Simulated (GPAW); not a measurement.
# C (Fd-3m) in GPAW: settings compared, part 4 of 4

GPAW 26.7.0. Earlier steps stand in the parts before.

### Step 5. Phonons, OLYP

run.py

```python
import json
import numpy as np
from ase import Atoms
from ase.constraints import FixSymmetry
from ase.filters import FrechetCellFilter
from ase.io import read, write
from ase.optimize import BFGS
from phonopy import Phonopy
from phonopy.structure.atoms import PhonopyAtoms
from gpaw import GPAW, PW, setup_paths

setup_paths.insert(0, '.')

atoms = read('C.cif')

calc = GPAW(mode=PW(800),
            xc='GGA_X_OPTX+GGA_C_LYP',
            kpts={'size': (13, 13, 13), 'gamma': True},
            occupations={'name': 'fermi-dirac', 'width': 0.05},
            nbands=11,
            convergence={'density': 1e-06, 'forces': 0.0001, 'eigenstates': 1e-09},
            maxiter=150,
            txt='gpaw.txt')
atoms.calc = calc
atoms.set_constraint(FixSymmetry(atoms))
BFGS(FrechetCellFilter(atoms), trajectory='relax.traj', logfile='-').run(fmax=0.005, steps=40)
atoms.set_constraint()
energy = atoms.get_potential_energy()
forces = atoms.get_forces()
stress = atoms.get_stress()
calc.write('gs.gpw')
write('result.traj', atoms)
print('Cell:', atoms.cell.cellpar().round(4))
print(atoms.get_scaled_positions().round(5))

def force_constants(scale):
    unit = PhonopyAtoms(symbols=atoms.get_chemical_symbols(), cell=atoms.cell[:] * scale**(1 / 3),
                        scaled_positions=atoms.get_scaled_positions())
    ph = Phonopy(unit, supercell_matrix=np.diag([2, 2, 2]), primitive_matrix=np.eye(3), symprec=1e-4)
    ph.generate_displacements(distance=0.03)
    forces = []
    for i, sc in enumerate(ph.supercells_with_displacements):
        a = Atoms(sc.symbols, cell=sc.cell, scaled_positions=sc.scaled_positions, pbc=True)
        c = GPAW(mode=PW(680),
                 xc='GGA_X_OPTX+GGA_C_LYP',
                 kpts={'size': (7, 7, 7), 'gamma': True},
                 occupations={'name': 'fermi-dirac', 'width': 0.05},
                 nbands=88,
                 convergence={'density': 1e-06, 'forces': 0.0001, 'eigenstates': 1e-09},
                 maxiter=150,
                 txt=f'disp-{scale:.3f}-{i:02d}.txt')
        a.calc = c
        f = a.get_forces()
        forces.append(f - f.mean(axis=0))
        print(f'displacement {i}: drift', f.mean(axis=0).round(5), flush=True)
    ph.forces = forces
    ph.produce_force_constants()
    ph.symmetrize_force_constants()
    return ph

qpoints = [[0.0, 0.0, 0.0], [0.0, 0.0, 0.5], [0.0, 0.5, 0.0], [0.0, 0.5, 0.5], [0.5, 0.0, 0.0], [0.5, 0.0, 0.5], [0.5, 0.5, 0.0], [0.5, 0.5, 0.5]]
results = {}
for scale in [1.0]:
    ph = force_constants(scale)
    ph.run_qpoints(qpoints)
    nu = ph.qpoints.frequencies * 33.35641  # THz to cm^-1
    results[f'{scale:.3f}'] = nu.tolist()
    for qp, f in zip(qpoints, nu):
        print(scale, np.round(qp, 4), f.round(2))

path = atoms.cell.bandpath('GXWKGLUWLK,UX', npoints=60, eps=1e-4)
ph.run_qpoints(path.kpts)
results['path'] = (ph.qpoints.frequencies * 33.35641).tolist()
results['path_q'] = path.kpts.tolist()
x, ticks, names = path.get_linear_kpoint_axis()
results['axis'] = [x.tolist(), list(ticks), names]
ph.run_mesh([15, 15, 15], is_gamma_center=True)
ph.run_thermal_properties(temperatures=[0, 100, 200, 300, 500, 800], cutoff_frequency=0.05)
tp = ph.thermal_properties
results['thermal'] = [list(v) for v in (tp.temperatures, tp.free_energy, tp.entropy, tp.heat_capacity)]
for t, fv, s, cv in zip(*results['thermal']):
    print(f'{t:6.0f} K  F {fv:9.4f} kJ/mol  S {s:9.4f} J/K/mol  Cv {cv:9.4f} J/K/mol')
json.dump(results, open('phonons.json', 'w'))
```

C.cif

```cif
data_C
_cell_length_a 2.52206604
_cell_length_b 2.52206604
_cell_length_c 2.52206604
_cell_angle_alpha 60.00000000
_cell_angle_beta 60.00000000
_cell_angle_gamma 60.00000000
_space_group_name_H-M_alt 'P1'
_space_group_name_Hall 'P 1'
_space_group_IT_number 1
loop_
_space_group_symop_operation_xyz
'x,y,z'
loop_
_atom_site_label
_atom_site_type_symbol
_atom_site_symmetry_multiplicity
_atom_site_Wyckoff_symbol
_atom_site_fract_x
_atom_site_fract_y
_atom_site_fract_z
_atom_site_occupancy
C1 C 1 a 0.7500000000 0.7500000000 0.7500000000 1
C2 C 1 a 0.5000000000 0.5000000000 0.5000000000 1
```

Potentials or basis: PAW data sets generated in the run's folder for this functional, pw.

The run is started by

```
gpaw-setup -f GGA_X_OPTX+GGA_C_LYP C
OMP_NUM_THREADS=1 python run.py
```

gpaw.txt:

```text
__  _  _
 | _ |_)|_||  |
 |__||  | ||/\| - 26.7.0

Input parameters:
  mode=PW(ecut=800.0),
  convergence={'density': 1e-06, 'forces': 0.0001, 'eigenstates': 1e-09},
  kpts=MonkhorstPack(size=(13, 13, 13), gamma=True),
  maxiter=150,
  nbands=11,
  occupations=Occupations(name='fermi-dirac', width=0.05),
  xc=XC(name='GGA_X_OPTX+GGA_C_LYP')

Diagonalizing LCAO Hamiltonian
Converting LCAO to pw mode

           C
       C

Atoms  # Å, Bohr magnetons
|   | symbol |        x |        y |        z |    initial magnetic moments |
|---|--------|----------|----------|----------|-----------------------------|
| 0 |      C | 3.783099 | 2.184173 | 1.544444 | ( 0.0000,  0.0000,  0.0000) |
| 1 |      C | 2.522066 | 1.456116 | 1.029629 | ( 0.0000,  0.0000,  0.0000) |

Unit cell  # Å
| periodic |        x |         y |        z |  lengths |    angles |
|----------|----------|-----------|----------|----------|-----------|
|      yes | 2.522066 | -0.000000 | 0.000000 | 2.522066 | 60.000000 |
|      yes | 1.261033 |  2.184173 | 0.000000 | 2.522066 | 60.000000 |
|      yes | 1.261033 |  0.728058 | 2.059258 | 2.522066 | 60.000000 |
[... 133 lines left out ...]
SCF iterations
|iter     | |      energy | eigst |  dens |force |
|---------|-|-------------|-------|-------|------|
|iter:   1| |  -17.559036 | +0.13 |       |      |
|iter:   2| |  -17.504687 | -2.81 | -0.82 |      |
|iter:   3| |  -17.188001 | -1.62 | -0.85 |      |
|iter:   4| |  -17.190710 | -2.66 | -1.48 |      |
|iter:   5| |  -17.191675c| -4.34 | -2.23 |      |
|iter:   6| |  -17.191686c| -5.98 | -3.12 |      |
|iter:   7| |  -17.191689c| -7.03 | -3.74 |      |
|iter:   8| |  -17.191689c| -8.49 | -4.72 |      |
|iter:   9| |  -17.191689c| -9.96c| -5.41 |      |
|iter:  10| |  -17.191689c|-10.33c| -6.10c|      |
|iter:  11| |  -17.191689c|-11.13c| -6.77c|-15.80c|

Converged in 11 steps
Energy contributions relative to reference atoms: (reference = -2057.815895)

Energy contributions:
  Kinetic:          16.765902
  Coulomb:         -15.820771
  Zero:              0.043664
  External:          0.000000
  Xc:              -18.180484
  Entropy:           0.000000
  Spinorbit:         0.000000
  ----------------------------
  Free energy:     -17.191689
  Extrapolated:    -17.191689
[... 19 lines left out ...]
Gap: 4.135 eV
Transition (v -> c):
  (s=0, k=0, n=3, [0.00, 0.00, 0.00]) -> (s=0, k=35, n=4, [0.38, 0.38, 0.00])
Direct/indirect transitions are different
Direct gap: 5.597 eV
Transition at: (s=0, k=0, n=3, [0.00, 0.00, 0.00])

Stress tensor  # eV/Ang^3
|        x |         y |         z |
|----------|-----------|-----------|
| 0.012058 | -0.000000 |  0.000000 |
| 0.000000 |  0.012058 | -0.000000 |
| 0.000000 | -0.000000 |  0.012058 |

Forces  # eV/Ang
|       x |        y |        z |
|---------|----------|----------|
| 0.00000 | -0.00000 | -0.00000 |  # C    0
| 0.00000 | -0.00000 | -0.00000 |  # C    1

Interpolating wave functions to new cell

           C
       C

Atoms  # Å, Bohr magnetons
|   | symbol |        x |        y |        z |    initial magnetic moments |
|---|--------|----------|----------|----------|-----------------------------|
| 0 |      C | 3.781251 | 2.183107 | 1.543689 | ( 0.0000,  0.0000,  0.0000) |
| 1 |      C | 2.520834 | 1.455404 | 1.029126 | ( 0.0000,  0.0000,  0.0000) |

Unit cell  # Å
| periodic |        x |         y |        z |  lengths |    angles |
|----------|----------|-----------|----------|----------|-----------|
|      yes | 2.520834 | -0.000000 | 0.000000 | 2.520834 | 60.000000 |
|      yes | 1.260417 |  2.183107 | 0.000000 | 2.520834 | 60.000000 |
|      yes | 1.260417 |  0.727702 | 2.058253 | 2.520834 | 60.000000 |
[... 133 lines left out ...]
SCF iterations
|iter     | |      energy | eigst |  dens |force |
|---------|-|-------------|-------|-------|------|
|iter:   1| |  -17.191773 | -3.64 |       |      |
|iter:   2| |  -17.191772 | -7.68 | -3.26 |      |
|iter:   3| |  -17.191766c| -6.01 | -3.29 |      |
|iter:   4| |  -17.191766c| -7.10 | -3.98 |      |
|iter:   5| |  -17.191766c| -8.87 | -4.96 |      |
|iter:   6| |  -17.191766c| -9.47c| -5.39 |      |
|iter:   7| |  -17.191766c|-10.67c| -6.63c|      |
|iter:   8| |  -17.191766c|-11.45c| -7.05c|-15.78c|

Converged in 8 steps
Energy contributions relative to reference atoms: (reference = -2057.815895)

Energy contributions:
  Kinetic:          16.907976
  Coulomb:         -15.928110
  Zero:              0.043641
  External:          0.000000
  Xc:              -18.215273
  Entropy:          -0.000000
  Spinorbit:         0.000000
  ----------------------------
  Free energy:     -17.191766
  Extrapolated:    -17.191766
[... 19 lines left out ...]
Gap: 4.137 eV
Transition (v -> c):
  (s=0, k=0, n=3, [0.00, 0.00, 0.00]) -> (s=0, k=35, n=4, [0.38, 0.38, 0.00])
Direct/indirect transitions are different
Direct gap: 5.601 eV
Transition at: (s=0, k=0, n=3, [0.00, 0.00, 0.00])

Stress tensor  # eV/Ang^3
|         x |        y |         z |
|-----------|----------|-----------|
|  0.008099 | 0.000000 |  0.000000 |
| -0.000000 | 0.008099 | -0.000000 |
| -0.000000 | 0.000000 |  0.008099 |

Forces  # eV/Ang
|        x |       y |       z |
|----------|---------|---------|
|  0.00000 | 0.00000 | 0.00000 |  # C    0
| -0.00000 | 0.00000 | 0.00000 |  # C    1

Interpolating wave functions to new cell

           C
       C

Atoms  # Å, Bohr magnetons
|   | symbol |        x |        y |        z |    initial magnetic moments |
|---|--------|----------|----------|----------|-----------------------------|
| 0 |      C | 3.777491 | 2.180936 | 1.542154 | ( 0.0000,  0.0000,  0.0000) |
| 1 |      C | 2.518327 | 1.453957 | 1.028103 | ( 0.0000,  0.0000,  0.0000) |

Unit cell  # Å
| periodic |        x |         y |        z |  lengths |    angles |
|----------|----------|-----------|----------|----------|-----------|
|      yes | 2.518327 | -0.000000 | 0.000000 | 2.518327 | 60.000000 |
|      yes | 1.259164 |  2.180936 | 0.000000 | 2.518327 | 60.000000 |
|      yes | 1.259164 |  0.726979 | 2.056206 | 2.518327 | 60.000000 |
[... 178 lines left out ...]
Gap: 4.143 eV
Transition (v -> c):
  (s=0, k=0, n=3, [0.00, 0.00, 0.00]) -> (s=0, k=35, n=4, [0.38, 0.38, 0.00])
Direct/indirect transitions are different
Direct gap: 5.609 eV
Transition at: (s=0, k=0, n=3, [0.00, 0.00, 0.00])

Stress tensor  # eV/Ang^3
|         x |         y |         z |
|-----------|-----------|-----------|
| -0.000030 |  0.000000 | -0.000000 |
|  0.000000 | -0.000030 | -0.000000 |
|  0.000000 | -0.000000 | -0.000030 |

Forces  # eV/Ang
|       x |       y |        z |
|---------|---------|----------|
| 0.00000 | 0.00000 | -0.00000 |  # C    0
| 0.00000 | 0.00000 |  0.00000 |  # C    1

# Writing to gs.gpw (mode='')
```

Run time: 25 min. Hardware: 1 thread of Arm Neoverse V1, shared host; peak memory 0.9 GiB.

Results:

```
Free energy                            : -17.1918 eV
Relaxed volume                         : 5.65 Å³/atom
Relaxed cell                           : a = 2.518 Å, b = 2.518 Å, c = 2.518 Å, α = 60.00°, β = 60.00°, γ = 60.00°
Space group after relaxing (to 0.05 Å) : Fd-3m (No. 227)
Pressure after relaxing                : 0.0 GPa
Band gap on the k mesh                 : 4.14 eV, indirect (least direct gap 5.61 eV)
Highest phonon frequency               : 1310 cm⁻¹
```

Final structure:
```
CELL_PARAMETERS angstrom
2.51833 0.00000 0.00000
1.25916 2.18094 0.00000
1.25916 0.72698 2.05621
ATOMIC_POSITIONS crystal
C 0.75000 0.75000 0.75000
C 0.50000 0.50000 0.50000
```

Phonon frequencies in cm⁻¹ (negative: imaginary):
| q point | frequencies |
| --- | --- |
| (0.000, 0.000, 0.000) | 0 0 0 1310 1310 1310 |
| (0.000, 0.000, 0.500) | 550 550 1055 1214 1214 1255 |
| (0.000, 0.500, 0.000) | 550 550 1055 1214 1214 1255 |
| (0.000, 0.500, 0.500) | 784 784 1078 1078 1205 1205 |
| (0.500, 0.000, 0.000) | 550 550 1055 1214 1214 1255 |
| (0.500, 0.000, 0.500) | 784 784 1078 1078 1205 1205 |
| (0.500, 0.500, 0.000) | 784 784 1078 1078 1205 1205 |
| (0.500, 0.500, 0.500) | 550 550 1055 1214 1214 1255 |

Caveat: the cutoff is short for stress and forces, so pressures can be off by a GPa or more; phonon bands are interpolated from a small supercell; an odd mesh through Γ misses points on the zone boundary, where band edges often lie.

### Step 6. Overview

```tsv
task	level	potentials or basis	cell	cutoff (eV)	older calculator (legacy_gpaw)	convergence	supercell	supercell k mesh	displacement	grid spacing	gap on the mesh (eV)	pressure (GPa)
phonons	optB88-vdW	GPAW PAW data sets (gpaw-data 1.2.1), fd	atoms relaxed	-	yes	tight_forces	1 × 1 × 1	13 × 13 × 13	0.01	0.16 Å	4.33	-
wannier90	PBEsol	PAW data sets generated in the run's folder for this functional, pw	as given	800	-	-	-	-	-	-	4.01	-5.2
phonons	OLYP	PAW data sets generated in the run's folder for this functional, pw	relaxed	680	-	tight_forces	2 × 2 × 2	7 × 7 × 7	0.03	-	4.14	0.0
```

Alike in all rows: no spin polarisation; k mesh 13 × 13 × 13; smearing fermi-dirac 0.05 eV.

Caveats: an odd mesh through Γ misses points on the zone boundary, where band edges often lie (some runs); the PAW data sets were made with another functional, which shifts forces and pressure a little (some runs); the cutoff is short for stress and forces, so pressures can be off by a GPa or more (some runs); phonon bands are interpolated from a small supercell (some runs).

Total energies depend on the potentials used, so only differences within one code and one set of settings carry meaning.
